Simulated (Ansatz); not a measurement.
ZnSe: stable or not

It was relaxed at this level from a cell as deposited in COD.

All numbers below come from DFT PBE, scalar-relativistic, plane waves, PAW (Ansatz). The final run on the 2-atom cell used 420 eV, a Γ-centred 8×8×8 mesh, 0.02 eV smearing and no spin polarisation.

Space group F-43m (No. 216). a = 5.732 Å, b = 5.732 Å, c = 5.732 Å, α = 90.00°, β = 90.00°, γ = 90.00°
```json
{"atom": "Zn", "site": "4a", "symmetry": "-43m", "x": "0.0000", "y": "0.0000", "z": "0.0000"}
{"atom": "Se", "site": "4c", "symmetry": "-43m", "x": "0.2500", "y": "0.2500", "z": "0.2500"}
```

Energies over the elements count from the elements' standard structures at the same level, with no fitted energy shifts.

Problem. These tests were run: energy against the elements; phonons on a 4×4×4 q mesh; elastic tensor. What do they show?

Solution.

```json
{"test": "energy against the elements", "result": "−0.713 eV/atom"}
{"test": "phonons on a 4×4×4 q mesh", "result": "no imaginary mode on the mesh"}
{"test": "elastic tensor", "result": "least eigenvalue 35 GPa"}
```

It fails none of these tests. Competing phases weren't compared here.

The reference form of Se is held partly by dispersion forces, which this level lacks. The run for the phonons used an 8×8×8 k mesh. The run for the elastic tensor used an 8×8×8 k mesh.
